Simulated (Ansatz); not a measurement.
CsBr (Pm-3m) from a database structure (r2SCAN geometry), in Ansatz:

```xyz
2
Lattice="4.3200 0.0000 0.0000 0.0000 4.3200 0.0000 0.0000 0.0000 4.3200" Properties=species:S:1:pos:R:3 pbc="T T T"
Cs    0.0000    0.0000    0.0000
Br    2.1600    2.1600    2.1600
```

G0W0@PBE with 597 empty bands, a screening cutoff of 220 eV and a 4×4×4 mesh (PAW, contour deformation) gives 6.772 eV over the mesh points, from a PBE gap of 4.436 eV; it sums over 605 bands with 619 plane waves in the screening and a wave cutoff of 420 eV. G0W0 here is at a finite number of bands, screening cutoff and k mesh, not at the basis limit. The values are computed, spin-unpolarised, and not measurements.

(1) Estimate the gap with starting point HSE06.

(2) Estimate the gap with empty bands 1097, screening cutoff 300 eV.

Answers

(1) 7.318 eV (+0.546 eV), from a Kohn-Sham gap of 5.610 eV.

(2) 6.805 eV (+0.033 eV), from a Kohn-Sham gap of 4.436 eV.

The runs are scalar-relativistic, without spin-orbit coupling.
